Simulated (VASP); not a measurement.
# AlN (P6_3/mmc) in VASP: settings compared

One crystal, AlN, is run at these levels: LDA, PBE+MBD-FI, PBE0, BLYP+D4; tasks: Born charges and dielectric tensor, density of states, dielectric tensor.

Everything below comes from runs of VASP 6.6.1. Logs are shortened: lines on timing, memory, paths and dates and some standing lists are left out, and cuts for length are marked.

## 1. The structure

It takes space group P6_3/mmc (No. 194, hexagonal). The conventional cell has a = 3.312 Å, b = 3.312 Å, c = 4.188 Å, α = 90.00°, β = 90.00°, γ = 120.00°. Al (site symmetry -6m2) has 5 N at 1.91 to 2.09 Å as nearest neighbours. Around N (site symmetry -6m2) lie 5 Al at 1.91 to 2.09 Å.

Measurements of this composition are mostly on another form, of space group No. 186.

## 2. Born charges and dielectric tensor, LDA

The input, INCAR:

```
PREC = Accurate
ENCUT = 400
EDIFF = 1E-8
ISMEAR = 0
SIGMA = 0.05
LREAL = False
LASPH = True
NELM = 60
ALGO = Fast
ISIF = 2
LWAVE = False
LCHARG = False
GGA = CA
LEPSILON = True
IBRION = 8
```

The input, KPOINTS:

```
regular mesh
0
Gamma
  9 9 7
```

The input, POSCAR:

```
AlN
1.0
    3.3121157418      0.0000000000      0.0000000000
   -1.6560578709      2.8683763727      0.0000000000
    0.0000000000      0.0000000000      4.1875630000
Al N
2 2
Direct
    0.6666666667      0.3333333333      0.2500000000
    0.3333333333      0.6666666667      0.7500000000
    0.6666666667      0.3333333333      0.7500000000
    0.3333333333      0.6666666667      0.2500000000
```

Potentials or basis: VASP PAW LDA potentials, release 64 (Al, N_s).

The run is started by

```sh
$ cat potpaw_LDA.64/Al/POTCAR potpaw_LDA.64/N_s/POTCAR > POTCAR
$ mpirun -np 1 vasp_std > vasp.out
```

OUTCAR:

```text
PREC = Accurate
   ENCUT = 400
   EDIFF = 1E-8
   ISMEAR = 0
   LREAL = False
   LASPH = True
   NELM = 60
   ISIF = 2
   GGA = CA
   LEPSILON = True
   IBRION = 8

 ion  position               nearest neighbor table
   1  0.667  0.333  0.250-   4 1.91   4 1.91   4 1.91   3 2.09   3 2.09   2 2.84   2 2.84   2 2.84
                             2 2.84   2 2.84   2 2.84
   2  0.333  0.667  0.750-   3 1.91   3 1.91   3 1.91   4 2.09   4 2.09   1 2.84   1 2.84   1 2.84
                             1 2.84   1 2.84   1 2.84
   3  0.667  0.333  0.750-   2 1.91   2 1.91   2 1.91   1 2.09   1 2.09
   4  0.333  0.667  0.250-   1 1.91   1 1.91   1 1.91   2 2.09   2 2.09

  LATTYP: Found a hexagonal cell.
 ALAT       =     3.3121157418
 C/A-ratio  =     1.2643166261

  Lattice vectors:

 A1 = (   3.3121157418,   0.0000000000,   0.0000000000)
 A2 = (  -1.6560578709,   2.8683763727,   0.0000000000)
 A3 = (   0.0000000000,   0.0000000000,   4.1875630000)

Analysis of symmetry for initial positions (statically):
=====================================================================
 Subroutine PRICEL returns:
 Original cell was already a primitive cell.

 Routine SETGRP: Setting up the symmetry group for a
 hexagonal supercell.

 Subroutine GETGRP returns: Found 24 space group operations
 (whereof 12 operations were pure point group operations)
 out of a pool of 24 trial point group operations.

The static configuration has the point symmetry D_3d.
 The point group associated with its full space group is D_6h.

Analysis of symmetry for dynamics (positions and initial velocities):
=====================================================================
 Subroutine PRICEL returns:
 Original cell was already a primitive cell.

 Routine SETGRP: Setting up the symmetry group for a
 hexagonal supercell.

 Subroutine GETGRP returns: Found 24 space group operations
 (whereof 12 operations were pure point group operations)
 out of a pool of 24 trial point group operations.

The dynamic configuration has the point symmetry D_3d.
 The point group associated with its full space group is D_6h.

 Subroutine INISYM returns: Found 24 space group operations
 (whereof 12 operations are pure point group operations),
 and found     1 'primitive' translations

----------------------------------------------------------------------------------------

                                     Primitive cell

  volume of cell :      39.7835

  direct lattice vectors                    reciprocal lattice vectors
     3.312115742  0.000000000  0.000000000     0.301921816  0.174314642  0.000000000
    -1.656057871  2.868376373  0.000000000     0.000000000  0.348629284  0.000000000
     0.000000000  0.000000000  4.187563000     0.000000000  0.000000000  0.238802377

  length of vectors
     3.312115742  3.312115742  4.187563000     0.348629284  0.348629284  0.238802377

  position of ions in fractional coordinates (direct lattice)
     0.666666667  0.333333333  0.250000000
     0.333333333  0.666666667  0.750000000
     0.666666667  0.333333333  0.750000000
     0.333333333  0.666666667  0.250000000

  ion indices of the primitive-cell ions
   primitive index   ion index
                 1           1
                 2           2
                 3           3
                 4           4

[... 557 lines left out ...]
------------------------ aborting loop because EDIFF is reached ----------------------------------------

[... ionic steps 11 to 11 ...]

--------------------------------------- Ionic step       12  -------------------------------------------

 Free energy of the ion-electron system (eV)
  ---------------------------------------------------
  ---------------------------------------------------
  free energy    TOTEN  =        -0.16224120 eV

  energy without entropy =       -0.16224120

------------------------ aborting loop because EDIFF is reached ----------------------------------------

 INTERNAL STRAIN TENSOR  FOR ION    3  DIRECTION 3   (eV/Angst):
 -----------------------------------------------------------------------------
    -0.00315  0.00000 -0.00000
    -0.00000 -0.00315  0.00000
     0.00000  0.00000  0.01266

 MACROSCOPIC STATIC DIELECTRIC TENSOR (including local field effects in DFT)
 ------------------------------------------------------
           4.488664     0.000000     0.000000
           0.000000     4.488664    -0.000000
           0.000000     0.000000     4.956603
 ------------------------------------------------------

 PIEZOELECTRIC TENSOR (including local field effects)  for field in x, y, z        (e  Angst)
          XX          YY          ZZ          XY          YZ          ZX
  --------------------------------------------------------------------------------
  x     0.00000     0.00000     0.00000     0.00000     0.00000     0.00000
  y     0.00000     0.00000     0.00000     0.00000     0.00000     0.00000
  z     0.00000     0.00000     0.00000     0.00000     0.00000     0.00000

 PIEZOELECTRIC TENSOR (including local field effects)  for field in x, y, z        (C/m^2)
          XX          YY          ZZ          XY          YZ          ZX
  --------------------------------------------------------------------------------
  x     0.00000     0.00000     0.00000     0.00000     0.00000     0.00000
  y     0.00000     0.00000     0.00000     0.00000     0.00000     0.00000
  z     0.00000     0.00000     0.00000     0.00000     0.00000     0.00000

 BORN EFFECTIVE CHARGES (including local field effects) (in |e|, cummulative output)
 ---------------------------------------------------------------------------------
 ion    1
    1     2.51907     0.00000     0.00000
    2     0.00000     2.51907     0.00000
    3     0.00000     0.00000     3.13870
 ion    2
    1     2.51907     0.00000     0.00000
    2     0.00000     2.51907     0.00000
    3     0.00000     0.00000     3.13870
 ion    3
    1    -2.51907     0.00000     0.00000
    2     0.00000    -2.51907     0.00000
    3     0.00000     0.00000    -3.13870
 ion    4
    1    -2.51907     0.00000     0.00000
    2     0.00000    -2.51907     0.00000
    3     0.00000     0.00000    -3.13870

 INTERNAL STRAIN TENSOR FOR ION    4 for displacements in x,y,z  (eV/Angst):
          X           Y           Z          XY          YZ          ZX
  --------------------------------------------------------------------------------
  x     0.00000     0.00000     0.00000   -12.66186     0.00000     0.00000
  y   -12.66186    12.66186    -0.00000    -0.00000     0.00000     0.00000
  z    -0.00000     0.00000    -0.00000     0.00000     0.00000    -0.00000

 SECOND DERIVATIVES (NOT SYMMETRIZED)
 ------------------------------------
               1X          1Y          1Z          2X          2Y          2Z          3X          3Y          3Z          4X          4Y          4Z
  1X   -16.295651    0.000000    0.000000    1.543754    0.000000    0.000000    2.371024    0.000000    0.000000   12.380873    0.000000    0.000000
  1Y     0.000000  -16.295651    0.000000    0.000000    1.543754    0.000000    0.000000    2.371024    0.000000    0.000000   12.380873    0.000000
  1Z     0.000000    0.000000   -7.994331   -0.000000    0.000000    6.893227    0.000000    0.000000   -1.073891   -0.000000    0.000000    2.174995
  2X     1.543754    0.000000    0.000000  -16.295651    0.000000    0.000000   12.380873    0.000000    0.000000    2.371024    0.000000    0.000000
  2Y     0.000000    1.543754    0.000000    0.000000  -16.295651    0.000000    0.000000   12.380873    0.000000    0.000000    2.371024    0.000000
  2Z    -0.000000    0.000000    6.893227    0.000000    0.000000   -7.994331   -0.000000    0.000000    2.174995    0.000000    0.000000   -1.073891
  3X     2.373159    0.000000    0.000000   12.380067    0.000000    0.000000  -17.063599    0.000000    0.000000    2.310374    0.000000    0.000000
  3Y     0.000000    2.373159    0.000000    0.000000   12.380067    0.000000    0.000000  -17.063599    0.000000   -0.000000    2.310374    0.000000
  3Z     0.000000   -0.000000   -1.068945    0.000000    0.000000    2.175708   -0.000000    0.000000  -11.212029    0.000000    0.000000   10.105265
  4X    12.380067    0.000000    0.000000    2.373159    0.000000    0.000000    2.310374    0.000000    0.000000  -17.063599    0.000000    0.000000
  4Y     0.000000   12.380067    0.000000    0.000000    2.373159    0.000000   -0.000000    2.310374    0.000000    0.000000  -17.063599    0.000000
  4Z     0.000000    0.000000    2.175708    0.000000   -0.000000   -1.068945    0.000000    0.000000   10.105265   -0.000000    0.000000  -11.212029

 Eigenvectors and eigenvalues of the dynamical matrix
 ----------------------------------------------------

   1 f  =   20.090517 THz   126.232444 2PiTHz  670.147526 cm-1    83.087666 meV
             X         Y         Z           dx          dy          dz
      1.656058  0.956125  1.046891    -0.000001   -0.326210    0.000000
     -0.000000  1.912251  3.140672     0.000001    0.326210   -0.000000
      1.656058  0.956125  3.140672    -0.000003   -0.627365    0.000000
     -0.000000  1.912251  1.046891     0.000003    0.627365   -0.000000
[... 71 lines left out ...]
  12 f/i=    0.006574 THz     0.041305 2PiTHz    0.219283 cm-1     0.027188 meV
             X         Y         Z           dx          dy          dz
      1.656058  0.956125  1.046891     0.000000    0.000000   -0.574245
     -0.000000  1.912251  3.140672     0.000000    0.000000   -0.574245
      1.656058  0.956125  3.140672     0.000000    0.000000   -0.412605
     -0.000000  1.912251  1.046891     0.000000    0.000000   -0.412605

--------------------------------------------------------------------------------------------------------

 MACROSCOPIC STATIC DIELECTRIC TENSOR IONIC CONTRIBUTION
 ------------------------------------------------------
           3.912953    -0.000000    -0.000000
          -0.000000     3.912953     0.000000
          -0.000000     0.000000    81.179949
 ------------------------------------------------------

 ELASTIC MODULI CONTR FROM IONIC RELAXATION (kBar)
 Direction    XX          YY          ZZ          XY          YZ          ZX
 --------------------------------------------------------------------------------
 XX        -730.4083    730.4083     -0.0000      0.0000      0.0000     -0.0000
 YY         730.4083   -730.4083      0.0000     -0.0000      0.0000      0.0000
 ZZ          -0.0000      0.0000     -0.0000      0.0000      0.0000     -0.0000
 XY           0.0000     -0.0000      0.0000   -730.4083      0.0000     -0.0000
 YZ           0.0000      0.0000      0.0000      0.0000      0.0000      0.0000
 ZX          -0.0000      0.0000     -0.0000     -0.0000      0.0000     -0.0000
 --------------------------------------------------------------------------------

 PIEZOELECTRIC TENSOR IONIC CONTR  for field in x, y, z        (C/m^2)
          XX          YY          ZZ          XY          YZ          ZX
  --------------------------------------------------------------------------------
  x    -0.00000     0.00000    -0.00000    -0.00000     0.00000     0.00000
  y     0.00000    -0.00000    -0.00000    -0.00000     0.00000     0.00000
  z     0.00000    -0.00000     0.00000    -0.00000     0.00000     0.00000
```

Run time: 3.2 min. Hardware: 1 thread of Intel Xeon Platinum 8488C (Sapphire Rapids), shared host; peak memory 0.27 GiB.

Results:

```
Band gap on the k mesh                                  : 3.29 eV, direct
Electronic dielectric tensor (diagonal)                 : 4.49, 4.49, 4.96
Born charges (mean of the diagonal)                     : Al +2.73; N -2.73 e
Highest phonon frequency at Γ, LO-TO splitting left out : 670 cm⁻¹
```

Phonon frequencies in cm⁻¹ (negative: imaginary):
```csv
q point,frequencies
"(0.000, 0.000, 0.000)",0 0 0 181 327 327 377 649 660 660 670 670
```

Electronic dielectric tensor:
```
4.49 0.00 0.00
0.00 4.49 0.00
0.00 0.00 4.96
```

Born effective charge tensors (e):
atom 1, Al
```
2.52 0.00 0.00
0.00 2.52 0.00
0.00 0.00 3.14
```
atom 2, Al
```
2.52 0.00 0.00
0.00 2.52 0.00
0.00 0.00 3.14
```
atom 3, N
```
-2.52  0.00  0.00
 0.00 -2.52  0.00
 0.00  0.00 -3.14
```
atom 4, N
```
-2.52  0.00  0.00
 0.00 -2.52  0.00
 0.00  0.00 -3.14
```

Caveat: an odd mesh through Γ misses points on the zone boundary, where band edges often lie.

## 3. Density of states, PBE+MBD-FI (atoms moved at random, drawn with an rms of 0.05 Å)

The input, run.py:

```python
from ase import Atoms
from ase.calculators.vasp import Vasp
from ase.dft.dos import DOS

atoms = Atoms(
    ['Al', 'Al', 'N', 'N'],
    cell=[[3.3121157418, 0.0, 0.0], [-1.6560578709, 2.8683763727, 0.0], [0.0, 0.0, 4.187563]],
    scaled_positions=[[0.673945, 0.341181, 0.251643], [0.331088, 0.668353, 0.756291], [0.671257, 0.334019, 0.750845], [0.313792, 0.665823, 0.246142]],
    pbc=True,
)
calc = Vasp(
    directory='calc',
    xc='pbe',
    pp='PBE',
    setups='minimal',
    prec='Accurate',
    encut=500,
    ediff=1e-07,
    ismear=-1,
    sigma=0.1,
    lreal=False,
    lasph=True,
    nelm=60,
    algo='Normal',
    isif=2,
    lwave=False,
    lcharg=False,
    ivdw=263,
    lorbit=11,
    kpts=[11, 11, 9],
    gamma=True,
    nbands=10,
)
atoms.calc = calc

print('energy (eV):', atoms.get_potential_energy())
print('free energy (eV):', atoms.get_potential_energy(force_consistent=True))
print('forces (eV/A):')
print(atoms.get_forces())
print('stress (eV/A^3, Voigt):', atoms.get_stress())
print('Fermi level (eV):', calc.get_fermi_level())
dos = DOS(calc, width=0.1, window=(-10, 10), npts=301)
print('E - E_F (eV), DOS (1/eV)')
for e, g in zip(dos.get_energies(), dos.get_dos()):
    print(f'{e:8.3f} {g:10.4f}')
```

Potentials or basis: VASP PAW PBE potentials, release 64 (Al, N).

The run is started by

```sh
$ python run.py
```

What it wrote:

```text
energy (eV): -30.26441391
free energy (eV): -30.26441391
forces (eV/A):
[[-1.07195318 -0.52331695  0.10013702]
 [ 0.21910822 -0.00519266 -0.1593312 ]
 [-0.49532871  0.04227149 -0.16432481]
 [ 1.34817367  0.48623811  0.223519  ]]
stress (eV/A^3, Voigt): [ 1.46782234e-02  3.06784415e-02  2.34998795e-02  1.98838084e-04
 -6.52201565e-05 -3.35549133e-02]
Fermi level (eV): 9.63078473
E - E_F (eV), DOS (1/eV)
 -10.000     0.0000
  -9.933     0.0000
  -9.867     0.0000
  -9.800     0.0000
  -9.733     0.0000
  -9.667     0.0000
[... 293 lines left out ...]
   9.933     0.0000
  10.000     0.0000
```

OUTCAR:

```text
ENCUT = 500.000000
   EDIFF = 1.00e-07
   GGA = PE
   PREC = Accurate
   ISIF = 2
   ISMEAR = -1
   LORBIT = 11
   NELM = 60
[... 560 lines left out ...]
    total drift:                                0.000232      0.000008     -0.000177

  FREE ENERGIE OF THE ION-ELECTRON SYSTEM (eV)
  ---------------------------------------------------
  free  energy   TOTEN  =       -30.2644139078 eV

  energy  without entropy=      -30.2644139067  energy(sigma->0) =      -30.26441391

 total charge

# of ion       s       p       d       tot
------------------------------------------
    1        0.340   0.413   0.000   0.753
    2        0.339   0.411   0.000   0.751
    3        1.226   2.632   0.000   3.858
    4        1.227   2.634   0.000   3.861
--------------------------------------------------
tot          3.133   6.090   0.000   9.223
```

INCAR:

```text
ENCUT = 500.000000
SIGMA = 0.100000
EDIFF = 1.00e-07
ALGO = Normal
GGA = PE
PREC = Accurate
ISIF = 2
ISMEAR = -1
LORBIT = 11
NBANDS = 10
NELM = 60
IVDW = 263
LASPH = .TRUE.
LCHARG = .FALSE.
LWAVE = .FALSE.
LREAL = .FALSE.
```

Wall time 4.8 min (1 thread of Intel Xeon Platinum 8488C (Sapphire Rapids), shared host); peak memory 0.31 GiB.

What came out:

| Property | Result |
| --- | --- |
| Free energy | -30.2644 eV |
| Pressure | -3.7 GPa |
| Largest force | 1.451 eV/Å |
| Band gap on the k mesh | 3.26 eV, direct |
| Valence electrons inside the program's atomic spheres | Al 0.75; N 3.86 |
| Hirshfeld charges | Al +0.38; N -0.38 e |
| Dispersion energy per atom | -0.252 eV |

Forces on the atoms (eV/Å):
```
Al  -1.072 -0.523  0.100
Al   0.219 -0.005 -0.159
N   -0.495  0.042 -0.164
N    1.348  0.486  0.224
```

Stress tensor (GPa, compression positive):
```
-2.35  5.38  0.01
 5.38 -4.92 -0.03
 0.01 -0.03 -3.77
```

States per cell in windows of 1 eV (zero at the valence-band top; states under -8 eV left out):
| from (eV) | total | N4_p | N3_p | Al1_p | Al2_p | Al1_s | Al2_s |
| --- | --- | --- | --- | --- | --- | --- | --- |
| -8.0 | 0.31 | 0.05 | 0.05 | 0.00 | 0.00 | 0.03 | 0.02 |
| -7.0 | 1.83 | 0.29 | 0.28 | 0.04 | 0.04 | 0.10 | 0.10 |
| -6.0 | 1.38 | 0.23 | 0.23 | 0.04 | 0.04 | 0.05 | 0.05 |
| -5.0 | 1.67 | 0.33 | 0.32 | 0.06 | 0.06 | 0.04 | 0.04 |
| -4.0 | 2.12 | 0.47 | 0.47 | 0.08 | 0.08 | 0.03 | 0.03 |
| -3.0 | 1.93 | 0.48 | 0.48 | 0.06 | 0.06 | 0.01 | 0.01 |
| -2.0 | 2.07 | 0.58 | 0.58 | 0.04 | 0.04 | 0.00 | 0.00 |
| -1.0 | 0.69 | 0.21 | 0.21 | 0.01 | 0.01 | 0.00 | 0.00 |
| 0.0 | 0.00 | 0.00 | 0.00 | 0.00 | 0.00 | 0.00 | 0.00 |
| 1.0 | 0.00 | 0.00 | 0.00 | 0.00 | 0.00 | 0.00 | 0.00 |
| 2.0 | 0.00 | 0.00 | 0.00 | 0.00 | 0.00 | 0.00 | 0.00 |
| 3.0 | 0.04 | 0.00 | 0.00 | 0.00 | 0.00 | 0.00 | 0.00 |
| 4.0 | 0.90 | 0.04 | 0.04 | 0.03 | 0.03 | 0.05 | 0.05 |
| 5.0 | 1.76 | 0.11 | 0.10 | 0.06 | 0.06 | 0.07 | 0.07 |
| 6.0 | 1.25 | 0.08 | 0.08 | 0.03 | 0.03 | 0.05 | 0.05 |
| 7.0 | 0.04 | 0.00 | 0.00 | 0.00 | 0.00 | 0.00 | 0.00 |

Caveat: an odd mesh through Γ misses points on the zone boundary, where band edges often lie.

[end of part 1 of 2]
